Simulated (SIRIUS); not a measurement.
# MnO (Fm-3m) in SIRIUS: further runs

Runs on MnO. Level: LDA+U. Tasks: single point.

All numbers are computed with SIRIUS 7.10.0; they aren't measurements. Logs are shortened: lines on timing, memory, paths and dates and some standing lists are left out, and cuts for length are marked. The log counts tension as positive stress, the text compression.

## (1) The structure

The structure is cubic, space group Fm-3m (No. 225). Conventional cell: a = 4.448 Å, b = 4.448 Å, c = 4.448 Å, α = 90.00°, β = 90.00°, γ = 90.00°. Mn (site symmetry m-3m) has 6 O at 2.22 Å as nearest neighbours. O (site symmetry m-3m) is surrounded by 6 Mn at 2.22 Å.

The cell is a database's computed one.

## (2) Single point, LDA+U, collinear spin, ferromagnetic start

sirius.json reads:

```json
{
  "control": {
    "processing_unit": "cpu",
    "verbosity": 2,
    "num_bands_to_print": 18,
    "print_forces": true,
    "print_stress": true
  },
  "parameters": {
    "electronic_structure_method": "pseudopotential",
    "xc_functionals": ["XC_LDA_X", "XC_LDA_C_PW"],
    "gk_cutoff": 9.8,
    "pw_cutoff": 19.6,
    "ngridk": [7, 7, 7],
    "shiftk": [0, 0, 0],
    "smearing": "fermi_dirac",
    "smearing_width": 0.0018374661,
    "num_bands": 18,
    "num_mag_dims": 1,
    "num_dft_iter": 100,
    "energy_tol": 1e-08,
    "density_tol": 1e-06,
    "hubbard_correction": true
  },
  "iterative_solver": {
    "type": "davidson",
    "min_tolerance": 1e-09,
    "tolerance_scale": [0.1, 0.25]
  },
  "mixer": {
    "type": "anderson",
    "beta": 0.5,
    "max_history": 8
  },
  "settings": {
    "tol_ne": 1e-10,
    "pseudo_grid_cutoff": 6.5,
    "smooth_initial_mag": true
  },
  "unit_cell": {
    "lattice_vectors": [
      [0.0, 4.202576484738, 4.202576484738],
      [4.202576484738, 0.0, 4.202576484738],
      [4.202576484738, 4.202576484738, 0.0]
    ],
    "atom_coordinate_units": "lattice",
    "atom_types": ["Mn", "O"],
    "atom_files": {
      "O": "O.json",
      "Mn": "Mn.json"
    },
    "atoms": {
      "Mn": [
        [0.0, 0.0, 0.0, 0.0, 0.0, 4.0]
      ],
      "O": [
        [0.5, 0.5, 0.5, 0.0, 0.0, 0.0]
      ]
    }
  },
  "hubbard": {
    "simplified": true,
    "hubbard_subspace_method": "full_orthogonalization",
    "local": [
      {
        "atom_type": "Mn",
        "n": 3,
        "l": 2,
        "U": 0.07349864,
        "J": 0.0,
        "total_initial_occupancy": 5
      }
    ]
  }
}
```

Potentials or basis: PseudoDojo 0.4.1 PBE standard (scalar relativistic).

On the command line:

```bash
$ upf_to_json O.upf
$ upf_to_json Mn.upf
$ # the labels of the atomic orbitals (3D, 4S, ...) are then added to the .json files where the converter dropped them
$ OMP_NUM_THREADS=1 sirius.scf --input=sirius.json --output=out.json --task=0
```

What it wrote:

```text
[info] SIRIUS version : 7.10.0
[info] number of MPI ranks           : 1
[info] MPI grid                      : 1 1
[info] maximum number of OMP threads : 1
[fft] FFT context for density and potential
[fft] =====================================
[fft]   comm size                             : 1
[fft]   plane wave cutoff                     : 19.6
[fft]   grid size                             : 40 40 40   total : 64000
[fft]   grid limits                           : -19 20   -19 20   -19 20
[fft]   number of G-vectors within the cutoff : 9442
[fft]   local number of G-vectors             : 9442
[fft]   number of G-shells                    : 536
[fft] FFT context for coarse grid
[fft] =====================================
[fft]   comm size                             : 1
[fft]   plane wave cutoff                     : 19.6
[fft]   grid size                             : 40 40 40   total : 64000
[fft]   grid limits                           : -19 20   -19 20   -19 20
[fft]   number of G-vectors within the cutoff : 9442
[fft]   local number of G-vectors             : 9442
[fft]   number of G-shells                    : 536
[unit cell] lattice vectors
[unit cell]   a1 :       0.0000000000      4.2025764847      4.2025764847
[unit cell]   a2 :       4.2025764847      0.0000000000      4.2025764847
[unit cell]   a3 :       4.2025764847      4.2025764847      0.0000000000
[unit cell] reciprocal lattice vectors
[unit cell]   b1 :      -0.7475396736      0.7475396736      0.7475396736
[unit cell]   b2 :       0.7475396736     -0.7475396736      0.7475396736
[unit cell]   b3 :       0.7475396736      0.7475396736     -0.7475396736
[unit cell] unit cell volume :       148.44886246 [a.u.^3]
[unit cell] 1/sqrt(omega)    :         0.08207513
[unit cell] MT volume        :         0.00000000 ( 0.00%)
[unit cell] IT volume        :       148.44886246 (100.00%)
[unit cell] number of atom types : 2
[unit cell] type id : 0 symbol : Mn mt_radius :  14.630000 num_atoms : 1
[unit cell] type id : 1 symbol :  O mt_radius :   9.350000 num_atoms : 1
[unit cell] total number of atoms : 2
[unit cell] number of symmetry classes : 2
[unit cell] number of PAW atoms : 0
[unit cell] atom id  type id  class id             position                      vector_field
[unit cell] ------------------------------------------------------------------------------------------
[unit cell]      0        0        0      0.00000   0.00000   0.00000      0.00000   0.00000   4.00000
[unit cell]      1        1        1      0.50000   0.50000   0.50000      0.00000   0.00000   0.00000
[unit cell] atom id         position (Cartesian, a.u.)
[unit cell] ---------------------------------------------
[unit cell]      0       0.000000    0.000000    0.000000
[unit cell]      1       4.202576    4.202576    4.202576
[unit cell] class id : 0 atom id : 0
[... 483 lines left out ...]
[find] Hubbard one-el contribution    :      -0.17101699 (Ha),      -0.34203399 (Ry)
[find] Total energy                   :    -125.12644610 (Ha),    -250.25289221 (Ry)
[find] Free energy (E-TS)             :    -125.12651043 (Ha),    -250.25302086 (Ry)
[find] band gap (eV)                  :       0.00000000
[find] Efermi                         :       0.47376922
[find] iteration : 12, RMS : 8.292099570527e-08, energy difference : -4.071168291375e-09
[find] Hartree energy of density residual : 4.558512070422e-13
[find] bands are converged : true
[find] iterative solver converged : true
[find] converged after 13 SCF iterations!
[find] Charges and magnetic moments
[find] --------------------------------------------------------------------------------
[find] atom                moment                |moment|
[find] --------------------------------------------------------------------------------
[find]    0 [  0.00000,   0.00000,   3.83139]    3.831390
[find]    1 [  0.00000,   0.00000,   0.22666]    0.226660
[find] total charge          : 21.000000
[find] total moment          : [  0.00000,   0.00000,   4.99355], magnitude : 4.993554
[find] Energy
[find] --------------------------------------------------------------------------------
[find] valence_eval_sum               :      -9.47957997
[find] <rho|V^{XC}>                   :     -20.45826082
[find] <rho|E^{XC}>                   :     -22.21626890
[find] <mag|B^{XC}>                   :      -0.37428758
[find] <rho|V^{H}>                    :      63.18447085
[find] one-electron contribution      :     -51.66048542 (Ha),    -103.32097084 (Ry)
[find] hartree contribution           :      31.59223542
[find] xc contribution                :     -22.21626890
[find] ewald contribution             :     -82.85399003
[find] PAW contribution               :       0.00000000
[find] smearing (-TS)                 :      -0.00006433
[find] SCF correction                 :       0.00000352
[find] Hubbard energy                 :       0.01205930 (Ha),       0.02411860 (Ry)
[find] Hubbard one-el contribution    :      -0.17101699 (Ha),      -0.34203399 (Ry)
[find] Total energy                   :    -125.12644610 (Ha),    -250.25289221 (Ry)
[find] Free energy (E-TS)             :    -125.12651043 (Ha),    -250.25302086 (Ry)
[find] band gap (eV)                  :       0.00000000
[find] Efermi                         :       0.47376922
[ground_state] === stress tensor components [kbar] ===
[ground_state] === stress_kin ===
[ground_state] -78648.830936    0.000000    0.000000
[ground_state]     0.000000-78648.830936   -0.000000
[ground_state]     0.000000   -0.000000-78648.830936
[ground_state] === stress_har ===
[ground_state] -20870.835449    0.000000   -0.000000
[ground_state]     0.000000-20870.835449   -0.000000
[ground_state]    -0.000000   -0.000000-20870.835449
[ground_state] === stress_ewald ===
[ground_state] 54735.980820   -0.000000    0.000000
[ground_state]    -0.00000054735.980820    0.000000
[ground_state]     0.000000    0.00000054735.980820
[ground_state] === stress_vloc ===
[ground_state] 15960.132417   -0.000000   -0.000000
[ground_state]    -0.00000015960.132417    0.000000
[ground_state]    -0.000000    0.00000015960.132417
[ground_state] === stress_xc ===
[ground_state] -2742.389298    0.000000    0.000000
[ground_state]     0.000000-2742.389298   -0.000000
[ground_state]     0.000000   -0.000000-2742.389298
[ground_state] === stress_core ===
[ground_state] 14712.279037   -0.000000    0.000000
[ground_state]    -0.00000014712.279037    0.000000
[ground_state]     0.000000    0.00000014712.279037
[ground_state] === stress_nonloc ===
[ground_state] 16911.607612   -0.000000    0.000000
[ground_state]    -0.00000016911.607612    0.000000
[ground_state]     0.000000    0.00000016911.607612
[ground_state] === stress_us_nl ===
[ground_state] 16911.607612   -0.000000    0.000000
[ground_state]    -0.00000016911.607612    0.000000
[ground_state]     0.000000    0.00000016911.607612
[ground_state] === stress_hubbard ===
[ground_state]    -1.680576    0.000000   -0.000000
[ground_state]     0.000000   -1.680576   -0.000000
[ground_state]    -0.000000   -0.000000   -1.680576
[ground_state] === stress_total ===
[ground_state]    56.263628   -0.000000    0.000000
[ground_state]    -0.000000   56.263628    0.000000
[ground_state]     0.000000    0.000000   56.263628
[ground_state] ==== total Forces in Ha/bohr =====
[ground_state] atom:    0, force:       0.0000000      0.0000000      0.0000000
[... 14 lines left out ...]
[ground_state] atom:    0, force:       0.0000000      0.0000000      0.0000000
[ground_state] atom:    1, force:       0.0000000      0.0000000      0.0000000
[ground_state] ==== contribution from Hubbard correction =====
[ground_state] atom:    0, force:       0.0000000      0.0000000      0.0000000
[ground_state] atom:    1, force:       0.0000000      0.0000000      0.0000000
[~DFT_ground_state] local op. applied: 21329
[~DFT_ground_state] evp. work count: 5050.22
[~DFT_ground_state] number of iterative solver steps: 1066
```

Run time: 53 s. Hardware: 1 thread of Arm Neoverse V1, shared host; peak memory 0.33 GiB.

Results:

```
Free energy            : -3404.8658 eV
Pressure               : -5.6 GPa
Band gap on the k mesh : none (metal or under the smearing width)
Net moment             : 4.99 μB per cell
Absolute moment        : 4.99 μB per cell
```

Eigenvalues of the final occupation matrices:
```csv
site,spin,trace,eigenvalues
site 1,1,4.98,0.99 0.99 1.00 1.00 1.00
site 1,2,0.33,0.04 0.04 0.04 0.11 0.11
```

Caveat: the potentials were made for another functional, which shifts forces and pressure; a cell with one magnetic atom can't hold antiferromagnetic order, which such compounds often take.

## (3) Single point, LDA+U, collinear spin, ferromagnetic start

sirius.json, as its differences from that of step 2:

```diff
@@ -68,3 +68,3 @@
         "l": 2,
-        "U": 0.07349864,
+        "U": 0.14699729,
         "J": 0.0,
```

Potentials or basis: PseudoDojo 0.4.1 PBE standard (scalar relativistic).

On the command line:

```bash
$ upf_to_json O.upf
$ upf_to_json Mn.upf
$ # the labels of the atomic orbitals (3D, 4S, ...) are then added to the .json files where the converter dropped them
$ OMP_NUM_THREADS=1 sirius.scf --input=sirius.json --output=out.json --task=0
```

Run time: 50 s. Hardware: 1 thread of Arm Neoverse V1, shared host; peak memory 0.33 GiB.

It converged, with:

```
Free energy     : -3404.5648 eV
Pressure        : -3.1 GPa
Net moment      : 5.00 μB per cell
Absolute moment : 5.00 μB per cell
```

Eigenvalues of the final occupation matrices:
```csv
site,spin,trace,eigenvalues
site 1,1,4.98,0.99 0.99 1.00 1.00 1.00
site 1,2,0.28,0.03 0.03 0.03 0.09 0.09
```

Caveat: the program's gap line is unreliable for spin-polarised or charged cells, so no gap is listed; the potentials were made for another functional, which shifts forces and pressure; a cell with one magnetic atom can't hold antiferromagnetic order, which such compounds often take. The state reached can hang on the start; a lower one may exist.

## (4) Single point, LDA+U, collinear spin, ferromagnetic start

sirius.json, as its differences from that of step 3:

```diff
@@ -41,6 +41,7 @@
     "lattice_vectors": [
-      [0.0, 4.202576484738, 4.202576484738],
-      [4.202576484738, 0.0, 4.202576484738],
-      [4.202576484738, 4.202576484738, 0.0]
+      [0.0, 0.707106781187, 0.707106781187],
+      [0.707106781187, 0.0, 0.707106781187],
+      [0.707106781187, 0.707106781187, 0.0]
     ],
+    "lattice_vectors_scale": 5.9433406616,
     "atom_coordinate_units": "lattice",
@@ -68,3 +69,3 @@
         "l": 2,
-        "U": 0.14699729,
+        "U": 0.22049593,
         "J": 0.0,
```

On the command line:

```bash
$ upf_to_json O.upf
$ upf_to_json Mn.upf
$ # the labels of the atomic orbitals (3D, 4S, ...) are then added to the .json files where the converter dropped them
$ OMP_NUM_THREADS=1 sirius.scf --input=sirius.json --output=out.json --task=0
```

Wall time 56 s (1 thread of Arm Neoverse V1, shared host); peak memory 0.33 GiB.

Results (log left out):

* Free energy: -3404.3064 eV
* Pressure: -0.7 GPa
* Net moment: 5.00 μB per cell
* Absolute moment: 5.00 μB per cell

Eigenvalues of the final occupation matrices:
```
  site  spin  trace               eigenvalues
site 1     1   4.99  1.00 1.00 1.00 1.00 1.00
site 1     2   0.24  0.03 0.03 0.03 0.08 0.08
```

Caveat: the program's gap line is unreliable for spin-polarised or charged cells, so no gap is listed; the potentials were made for another functional, which shifts forces and pressure; a cell with one magnetic atom can't hold antiferromagnetic order, which such compounds often take. The state reached can hang on the start; a lower one may exist.

## (5) Single point, LDA+U, collinear spin, ferromagnetic start

sirius.json, as its differences from that of step 4:

```diff
@@ -69,3 +69,3 @@
         "l": 2,
-        "U": 0.22049593,
+        "U": 0.29399458,
         "J": 0.0,
```

On the command line:

```bash
$ upf_to_json O.upf
$ upf_to_json Mn.upf
$ # the labels of the atomic orbitals (3D, 4S, ...) are then added to the .json files where the converter dropped them
$ OMP_NUM_THREADS=1 sirius.scf --input=sirius.json --output=out.json --task=0
```

Run time: 54 s. Hardware: 1 thread of Arm Neoverse V1, shared host; peak memory 0.33 GiB.

Results (log left out):

* Free energy: -3404.0837 eV
* Pressure: 1.6 GPa
* Net moment: 5.00 μB per cell
* Absolute moment: 5.00 μB per cell

Eigenvalues of the final occupation matrices:
| site | spin | trace | eigenvalues |
| --- | --- | --- | --- |
| site 1 | 1 | 4.99 | 1.00 1.00 1.00 1.00 1.00 |
| site 1 | 2 | 0.21 | 0.02 0.02 0.02 0.07 0.07 |

Caveat: the program's gap line is unreliable for spin-polarised or charged cells, so no gap is listed; the potentials were made for another functional, which shifts forces and pressure; a cell with one magnetic atom can't hold antiferromagnetic order, which such compounds often take.

## (6) The runs side by side

| U | pressure (GPa) | moment (μB) |
| --- | --- | --- |
| Mn d U = 2 eV | -5.6 | 4.99 |
| Mn d U = 4 eV | -3.1 | 5.00 |
| Mn d U = 6 eV | -0.7 | 5.00 |
| Mn d U = 8 eV | 1.6 | 5.00 |

Alike in all rows: task single point; level LDA+U; potentials or basis PseudoDojo 0.4.1 PBE standard (scalar relativistic); spin collinear, ferromagnetic start; cell as given; k mesh 7 × 7 × 7; cutoff (eV) 1307; smearing fermi-dirac 0.05 eV.

Caveats: the potentials were made for another functional, which shifts forces and pressure; a cell with one magnetic atom can't hold antiferromagnetic order, which such compounds often take; the program's gap line is unreliable for spin-polarised or charged cells, so no gap is listed (some runs).

Absolute energies hang on the potentials; compare differences alone.
